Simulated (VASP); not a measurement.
**SiO2 (Quartz): the relaxed cell at several levels of theory**

How much does the relaxed cell of SiO2 (Quartz) depend on the functional? The starting structure is a measured crystal structure from the Crystallography Open Database. The first relaxation on each setting starts from this cell expanded by 3 % in volume.

Calculated with VASP 6.6.1; Kohn-Sham DFT with plane waves and PAW; PBEsol, LDA, PBE, PBEsol + D3(BJ), r2SCAN, r2SCAN + rVV10, rev-vdW-DF2 and TPSS.

**1. The structure**

The structure is trigonal, space group P3_121 (No. 152). The conventional cell has a = 4.916 Å, b = 4.916 Å, c = 5.409 Å, α = 90.00°, β = 90.00°, γ = 120.00°. Nearest to Si lie 4 O at 1.61 Å. Nearest to O lie 2 Si at 1.61 Å. Farther neighbours and most contacts between anions are not listed.

**2. Relaxation with PBEsol**

PBEsol restores the gradient expansion of exchange and is tuned for the cells of solids.

Input file INCAR:

```
SYSTEM = SiO2
PREC = Accurate
ENCUT = 520
EDIFF = 1E-06
NELM = 100
ISMEAR = 0
SIGMA = 0.03
LREAL = .FALSE.
ALGO = Normal
GGA = PS
NBANDS = 33
LORBIT = 11
LWAVE = .FALSE.
LCHARG = .FALSE.
KPAR = 16
IBRION = 2
NSW = 50
ISIF = 3
EDIFFG = -0.006
```

Input file POSCAR:

```
SiO2
1.0
    4.9644744527      0.0000000000      0.0000000000
   -2.4822372263      4.2993609924      0.0000000000
    0.0000000000      0.0000000000      5.4626589287
Si O
3 6
Direct
    0.4697000000      0.4697000000      0.0000000000
    0.0000000000      0.5303000000      0.6666666667
    0.5303000000      0.0000000000      0.3333333333
    0.8538000000      0.2680000000      0.4523333333
    0.7320000000      0.5858000000      0.7856666667
    0.4142000000      0.1462000000      0.1190000000
    0.2680000000      0.8538000000      0.5476666667
    0.5858000000      0.7320000000      0.2143333333
    0.1462000000      0.4142000000      0.8810000000
```

Input file KPOINTS:

```
Automatic mesh
0
Gamma
6 6 4
0 0 0
```

The projector-augmented-wave data sets are Si and O (PBE family, release 64).

The run is started by

```bash
$ mpirun -np 16 vasp_std
```

The log of the run:

```text
[banner, memory and clock lines left out]
running   16 mpi-ranks, on    1 nodes
 distrk:  each k-point on    1 cores,   16 groups
 distr:  one band on    1 cores,    1 groups

 POSCAR found type information on POSCAR SiO
 POSCAR found :  2 types and       9 ions
|                                                                             |
|           W    W    AA    RRRRR   N    N  II  N    N   GGGG   !!!           |
|           W    W   A  A   R    R  NN   N  II  NN   N  G    G  !!!           |
|           W    W  A    A  R    R  N N  N  II  N N  N  G       !!!           |
|           W WW W  AAAAAA  RRRRR   N  N N  II  N  N N  G  GGG   !            |
|           WW  WW  A    A  R   R   N   NN  II  N   NN  G    G                |
|           W    W  A    A  R    R  N    N  II  N    N   GGGG   !!!           |
|                                                                             |
|     For optimal performance we recommend to set                             |
|       NCORE = 2 up to number-of-cores-per-socket                            |
|     NCORE specifies how many cores store one orbital (NPAR=cpu/NCORE).      |
|     This setting can greatly improve the performance of VASP for DFT.       |
|     The default, NCORE=1 might be grossly inefficient on modern             |
|     multi-core architectures or massively parallel machines. Do your        |
|     Unfortunately you need to use the default for GW and RPA                |
|     calculations (for HF NCORE is supported but not extensively tested      |
|     yet).                                                                   |
|                                                                             |

|                                                                             |
|               ----> ADVICE to this user running VASP <----                  |
|                                                                             |
|     You enforced a specific xc type in the INCAR file but a different       |
|     [... a line on the potential file left out ...]
|     I HOPE YOU KNOW WHAT YOU ARE DOING!                                     |
|                                                                             |

 LDA part: xc-table for (Slater+PW92), standard interpolation
 POSCAR, INCAR and KPOINTS ok, starting setup
 FFT: planning ... GRIDC
 FFT: planning ... GRID_SOFT
 FFT: planning ... GRID
 WAVECAR not read
 entering main loop
       N       E                     dE             d eps       ncg     rms          rms(c)
DAV:   1     0.272547902289E+03    0.27255E+03   -0.25174E+04  1584   0.134E+03
DAV:   2    -0.640078425604E+02   -0.33656E+03   -0.32627E+03  2042   0.303E+02
DAV:   3    -0.823913037442E+02   -0.18383E+02   -0.18304E+02  2007   0.757E+01
DAV:   4    -0.825973063332E+02   -0.20600E+00   -0.20580E+00  1976   0.896E+00
DAV:   5    -0.826005256181E+02   -0.32193E-02   -0.32181E-02  1984   0.110E+00    0.243E+01
DAV:   6    -0.740811311371E+02    0.85194E+01   -0.32442E+01  1883   0.302E+01    0.119E+01
DAV:   7    -0.740234982390E+02    0.57633E-01   -0.85120E-01  1928   0.463E+00    0.438E+00
DAV:   8    -0.739949182973E+02    0.28580E-01   -0.41445E-02  1960   0.158E+00    0.153E+00
DAV:   9    -0.739998154804E+02   -0.48972E-02   -0.17227E-02  1904   0.976E-01    0.340E-01
DAV:  10    -0.740015649328E+02   -0.17495E-02   -0.35616E-03  1943   0.308E-01    0.973E-02
DAV:  11    -0.740015135481E+02    0.51385E-04   -0.11190E-03  1976   0.191E-01    0.234E-02
DAV:  12    -0.740015167314E+02   -0.31834E-05   -0.37739E-05  1974   0.362E-02    0.171E-02
DAV:  13    -0.740015200374E+02   -0.33059E-05   -0.17882E-05  1912   0.220E-02    0.384E-03
DAV:  14    -0.740015205302E+02   -0.49288E-06   -0.67731E-07  1400   0.492E-03
   1 F= -.74001521E+02 E0= -.74001521E+02  d E =-.740015E+02
[... from here on, the cycles between the ionic steps are left out ...]
   2 F= -.74000343E+02 E0= -.74000343E+02  d E =0.117732E-02
   3 F= -.74003526E+02 E0= -.74003526E+02  d E =-.200525E-02
   4 F= -.74003987E+02 E0= -.74003987E+02  d E =-.460755E-03
   5 F= -.74004274E+02 E0= -.74004274E+02  d E =-.747963E-03
   6 F= -.74004277E+02 E0= -.74004277E+02  d E =-.353270E-05
   7 F= -.74004284E+02 E0= -.74004284E+02  d E =-.105917E-04
   8 F= -.74004297E+02 E0= -.74004297E+02  d E =-.129751E-04
 ZBRENT: can't locate minimum, use default step
 trial-energy change:   -0.000013  1 .order   -0.000013   -0.000015   -0.000012
 step:   1.4895(harm=  1.5724)  dis= 0.00113  next Energy=   -74.004316 (dE=-0.321E-04)
 bond charge predicted
       N       E                     dE             d eps       ncg     rms          rms(c)
DAV:   1    -0.740042790681E+02    0.18805E-04   -0.28404E-02  1584   0.105E+00    0.327E-02
DAV:   2    -0.740043156837E+02   -0.36616E-04   -0.50502E-04  2014   0.133E-01    0.147E-02
DAV:   3    -0.740043108195E+02    0.48642E-05   -0.59053E-06  1959   0.181E-02    0.837E-03
DAV:   4    -0.740043090166E+02    0.18029E-05   -0.57415E-06  2005   0.174E-02    0.163E-03
DAV:   5    -0.740043091053E+02   -0.88665E-07   -0.11110E-06  1039   0.659E-03
   9 F= -.74004309E+02 E0= -.74004309E+02  d E =-.247671E-04
 curvature:  -1.83 expect dE=-0.265E-04 dE for cont linesearch -0.112E-05
 trial: gam= 0.00000 g(F)=  0.947E-05 g(S)=  0.499E-05 ort =-0.764E-05 (trialstep = 0.596E+00)
 search vector abs. value=  0.145E-04
 reached required accuracy - stopping structural energy minimisation
```

The job ended after 58 s (16 MPI ranks of AMD EPYC 7R43, shared host; peak memory 4.9 GiB; 15 min of CPU time).

Lines that name or quote the potential files are left out of all logs, and their timing lines are given in words.

Parts of OUTCAR (step 2):

```text
ion  position               nearest neighbor table
   1  0.470  0.470  0.000-   6 1.62   9 1.62   8 1.63   5 1.63   3 3.09   3 3.09   2 3.09   2 3.09

  LATTYP: Found a hexagonal cell.
 ALAT       =     4.9644744527
 C/A-ratio  =     1.1003498922

 Subroutine GETGRP returns: Found  6 space group operations
 (whereof  2 operations were pure point group operations)

The static configuration has the point symmetry C_2 .
 The point group associated with its full space group is D_3 .

 Found     24 irreducible k-points:

   k-points           NKPTS =     24   k-points in BZ     NKDIM =     24   number of bands    NBANDS=     33

   dimension x,y,z NGX =    40 NGY =   40 NGZ =   42
   dimension x,y,z NGXF=    80 NGYF=   80 NGZF=   84

   ENCUT  =  520.0 eV  38.22 Ry    6.18 a.u.   9.23  9.23 10.16*2*pi/ulx,y,z

   NELECT =      48.0000    total number of electrons

 k-points in reciprocal lattice and weights: Automatic mesh
   0.00000000  0.00000000  0.00000000       0.007
   0.16666667 -0.00000000  0.00000000       0.042
   0.33333333 -0.00000000  0.00000000       0.042
   0.50000000 -0.00000000  0.00000000       0.021
   0.16666667  0.16666667  0.00000000       0.042
   0.33333333  0.16666667  0.00000000       0.083
   0.33333333  0.33333333  0.00000000       0.014
   0.00000000  0.00000000  0.25000000       0.014
   0.16666667 -0.00000000  0.25000000       0.042
[...]
0.33333333  0.16666667  0.50000000       0.083
   0.33333333  0.33333333  0.50000000       0.014

 average (electrostatic) potential at core
       1 -86.4429       2 -86.4429       3 -86.4429       4 -72.5115       5 -72.5115
       6 -72.5115       7 -72.5115       8 -72.5115       9 -72.5115

 E-fermi :   0.9957

 k-point     1 :       0.0000    0.0000    0.0000
  band No.  band energies     occupation
    ...
     20      -0.1580      2.00000
     21      -0.1580      2.00000
     22       0.1585      2.00000
     23       0.5204      2.00000
     24       0.5204      2.00000
     25       6.5320      0.00000
     26       9.8594      0.00000
     27       9.8594      0.00000
     28      10.2939      0.00000
     29      10.2939      0.00000
    ...

 k-point     2 :       0.1667   -0.0000    0.0000
  band No.  band energies     occupation
    ...
     20      -0.2147      2.00000
     21      -0.1585      2.00000
     22       0.0625      2.00000
     23       0.5768      2.00000
     24       0.6106      2.00000
     25       6.9551      0.00000
     26       9.8145      0.00000
     27       9.8813      0.00000
     28      10.3363      0.00000
     29      10.4458      0.00000
    ...

 k-point     3 :       0.3333   -0.0000    0.0000
  band No.  band energies     occupation
    ...
     20      -0.2558      2.00000
     21      -0.1740      2.00000
     22       0.0187      2.00000
     23       0.5954      2.00000
     24       0.7454      2.00000
     25       7.9465      0.00000
     26       9.8297      0.00000
     27       9.9438      0.00000
     28      10.4611      0.00000
     29      10.8119      0.00000
    ...

  Total        0.0029930      0.0029930      0.0302123      0.0000000      0.0000000      0.0000000
  in kB        0.0413877      0.0413877      0.4177836      0.0000000      0.0000000      0.0000000
  external PRESSURE =       0.1668530 kB  Pullay stress =       0.0000000 kB

  energy-cutoff  :      520.00
  volume of cell :      115.86
      direct lattice vectors                 reciprocal lattice vectors
     4.955492435 -0.000000000  0.000000000     0.201796292  0.116507144  0.000000000
    -2.477746217  4.291582336 -0.000000000     0.000000000  0.233014287  0.000000000
     0.000000000 -0.000000000  5.448021894    -0.000000000  0.000000000  0.183552860

 POSITION                                       TOTAL-FORCE (eV/Angst)
 -----------------------------------------------------------------------------------
      1.16505      2.01792     -0.00000         0.001602      0.002775     -0.000000
     -1.31270      2.27367      3.63201         0.001602     -0.002775     -0.000000
      2.62540     -0.00000      1.81601        -0.003204      0.000000     -0.000000
      3.57048      1.14527      2.46561        -0.003589     -0.003519     -0.001517
      2.17842      2.51949      4.28162         0.004842     -0.001349     -0.001517
      1.68434      0.62683      0.64961        -0.001253      0.004868     -0.001517
     -0.79341      3.66476      2.98241        -0.001253     -0.004868      0.001517
      1.09273      3.14632      1.16640        -0.003589      0.003519      0.001517
     -0.29932      1.77209      4.79841         0.004842      0.001349      0.001517
 -----------------------------------------------------------------------------------
    total drift:                                0.000001      0.000001     -0.000000

  FREE ENERGIE OF THE ION-ELECTRON SYSTEM (eV)
  ---------------------------------------------------
  free  energy   TOTEN  =       -74.0043091053 eV

  energy  without entropy=      -74.0043091053  energy(sigma->0) =      -74.00430911

 reached required accuracy - stopping structural energy minimisation

 total charge
# of ion       s       p       d       tot
------------------------------------------
    1        0.645   0.995   0.000   1.640
    2        0.645   0.995   0.000   1.640
    3        0.645   0.995   0.000   1.640
    4        1.545   3.677   0.000   5.221
    5        1.545   3.677   0.000   5.221
    6        1.545   3.677   0.000   5.221
    7        1.545   3.677   0.000   5.221
    8        1.545   3.677   0.000   5.221
    9        1.545   3.677   0.000   5.221
--------------------------------------------------
tot         11.203  25.044   0.000  36.247

[... 3 further parts left out ...]
```

CONTCAR:

```
SiO2
   1.00000000000000
     4.9554924345379066   -0.0000000000001045    0.0000000000000000
    -2.4777462172191345    4.2915823364948427   -0.0000000000000000
     0.0000000000000000   -0.0000000000000000    5.4480218936998277
  Si              O
     3     6
Direct
     0.4702035626326957    0.4702035626326957    0.0000000000000000
     0.0000000000000000    0.5297964373673045    0.6666666667000030
     0.5297964373673045    0.0000000000000000    0.3333333332999970
     0.8539403955988707    0.2668634311943134    0.4525706193905022
     0.7331365688056866    0.5870769644045571    0.7859039527905082
     0.4129230355954429    0.1460596044011295    0.1192372860905051
     0.2668634311943134    0.8539403955988707    0.5474293806094978
     0.5870769644045573    0.7331365688056866    0.2140960472094919
     0.1460596044011294    0.4129230355954429    0.8807627139094948
```

Logs of long relaxations may skip ionic steps without a mark.

The PAW data sets were made with PBE, which is usual practice but a small mismatch for other functionals. The run keeps the 6 symmetry operations of its start, so it cannot find a distortion of lower symmetry.

With PBEsol the relaxed cell holds 12.874 Å³ an atom, +2.35 % against the measured cell, with a = 4.955 Å and c = 5.448 Å. Pressures at 0.985 and 1.015 times this volume, from two more relaxations that aren't shown, give a bulk modulus of 34.6 GPa.

**3. Relaxation with LDA**

LDA, the lowest rung, knows the local density alone. This run starts from the cell of an earlier relaxation, which isn't shown; the restart sets up the plane waves anew.

INCAR, as its differences from that of step 2:

```diff
@@ -9,3 +9,3 @@
 ALGO = Normal
-GGA = PS
+GGA = CA
 NBANDS = 33
```

Input file POSCAR:

```
SiO2
1.0
    4.8687668791      0.0000000000      0.0000000000
   -2.4343834395      4.2164758023      0.0000000000
    0.0000000000      0.0000000000      5.3731935914
Si O
3 6
Direct
    0.4643262096      0.4643262096      0.0000000000
    1.0000000000      0.5356737904      0.6666666667
    0.5356737904      0.0000000000      0.3333333333
    0.8653370567      0.2766181717      0.4453613556
    0.7233818283      0.5887188849      0.7786946890
    0.4112811151      0.1346629433      0.1120280223
    0.2766181717      0.8653370567      0.5546386444
    0.5887188849      0.7233818283      0.2213053110
    0.1346629433      0.4112811151      0.8879719777
```

KPOINTS is that of step 2.

PAW data sets: Si and O (LDA family, release 64).

The run is started by

```bash
$ mpirun -np 16 vasp_std
```

The log of the run:

```text
[banner, memory and clock lines left out]
running   16 mpi-ranks, on    1 nodes
[...]
[... a notice as in an earlier step ...]

 LDA part: xc-table for (Slater(with rela. corr.)+CA(PZ))
 , standard interpolation
 POSCAR, INCAR and KPOINTS ok, starting setup
[...]
entering main loop
       N       E                     dE             d eps       ncg     rms          rms(c)
DAV:   1     0.265922822943E+03    0.26592E+03   -0.25629E+04  1584   0.136E+03
DAV:   2    -0.703553615414E+02   -0.33628E+03   -0.32450E+03  2078   0.307E+02
DAV:   3    -0.875401442469E+02   -0.17185E+02   -0.17120E+02  1992   0.738E+01
DAV:   4    -0.877247206048E+02   -0.18458E+00   -0.18440E+00  1944   0.864E+00
[...]
DAV:  11    -0.779085688782E+02    0.65025E-04   -0.51483E-04  1992   0.134E-01    0.215E-02
DAV:  12    -0.779085685168E+02    0.36135E-06   -0.12324E-05  1919   0.211E-02    0.644E-03
DAV:  13    -0.779085685700E+02   -0.53227E-07   -0.18761E-06  1432   0.808E-03
   1 F= -.77908569E+02 E0= -.77908569E+02  d E =-.779086E+02
[...]
reached required accuracy - stopping structural energy minimisation
```

Elapsed: 10 s, on 16 MPI ranks; peak memory 3.1 GiB.

Parts of OUTCAR (step 3):

```text
  Total        0.0367881      0.0367881      0.0032244      0.0000000      0.0000000      0.0000000
  in kB        0.5343397      0.5343397      0.0468334      0.0000000      0.0000000      0.0000000
  external PRESSURE =       0.3718376 kB  Pullay stress =       0.0000000 kB

 POSITION                                       TOTAL-FORCE (eV/Angst)
 -----------------------------------------------------------------------------------
      1.13035      1.95782      0.00000         0.000346      0.000599     -0.000000
     -1.30404      2.25866      3.58213         0.000346     -0.000599     -0.000000
      2.60807      0.00000      1.79106        -0.000692      0.000000     -0.000000
      3.53973      1.16635      2.39301        -0.002899      0.000896      0.002107
      2.08881      2.48232      4.18408         0.000673     -0.002959      0.002107
      1.67461      0.56780      0.60195         0.002226      0.002063      0.002107
     -0.75977      3.64867      2.98018         0.002226     -0.002063     -0.002107
      1.10535      3.05012      1.18912        -0.002899     -0.000896     -0.002107
     -0.34557      1.73416      4.77125         0.000673      0.002959     -0.002107
 -----------------------------------------------------------------------------------
    total drift:                                0.000018      0.000030      0.000000

  FREE ENERGIE OF THE ION-ELECTRON SYSTEM (eV)
  ---------------------------------------------------
  free  energy   TOTEN  =       -77.9085685700 eV

  energy  without entropy=      -77.9085685700  energy(sigma->0) =      -77.90856857

[... 2 parts as in an earlier step ...]

[... 2 further parts left out ...]
[key lines of the parts left out:]
E-fermi :   1.2442
```

With LDA the relaxed cell holds 12.256 Å³ an atom, -2.56 % against the measured cell, with a = 4.869 Å and c = 5.373 Å. That is -4.80 % from PBEsol. Pressures at 0.985 and 1.015 times this volume, from two more relaxations that aren't shown, give a bulk modulus of 36.8 GPa.

(Continued in part 2 of 3.)

[Lines on the potential files, build, host, timing and source positions are cut from VASP's logs without a mark.]

[Logs are printed without paths, hosts, clocks, repeated set-up lines and the standing remarks that a program may print on its own settings, such as how far it seeks lower states.]

[Hosts, paths, dates, database ids (printed as entryN), source tags and the programs' standing remarks are cut or masked in the printed files.]
